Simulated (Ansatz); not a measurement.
The system is Ag.

```
CELL_PARAMETERS angstrom
-1.65565 1.65565 1.65565
1.65565 -1.65565 1.65565
1.65565 1.65565 -1.65565
ATOMIC_POSITIONS crystal
Ag 0.00000 0.00000 0.00000
```

This isn't the form of Ag at room conditions, which is fcc.

Program: Ansatz 0.2.0. Alike in all runs: potentials or basis Ansatz PAW; cell as given.

**Question.** Order these runs on this cell by their pressure, lowest first.
A. level BLYP+D3(BJ); spin SOC, no magnetisation; k mesh 8 × 8 × 8; cutoff (eV) 420; smearing methfessel-paxton 0.2 eV
B. level r2SCAN; spin off; k mesh 11 × 11 × 11; cutoff (eV) 500; smearing fermi-dirac 0.05 eV; points for each segment of the path 14
C. level LDA; spin SOC, no magnetisation; k mesh 8 × 8 × 8; cutoff (eV) 420; smearing fermi-dirac 0.05 eV; points for each segment of the path 14
D. level BLYP; spin off; k mesh 11 × 11 × 11; cutoff (eV) 420; smearing fermi-dirac 0.05 eV; points for each segment of the path 14
E. level PBEsol; spin SOC, no magnetisation; k mesh 11 × 11 × 11; cutoff (eV) 420; smearing fermi-dirac 0.05 eV; points for each segment of the path 14

**Answer.** C (-11.6 GPa), E (-7.4 GPa), A (-5.4 GPa), B (-3.7 GPa), D (5.6 GPa).

Caveats: the PAW data sets come from PBE, with cores solved anew for the run's functional, which leaves a small shift of forces and pressure; the potentials were made for another functional, which shifts forces and pressure (some runs); pairwise dispersion overbinds metals, which lowers pressure and volume (some runs).

Not every run made on this cell is shown here.
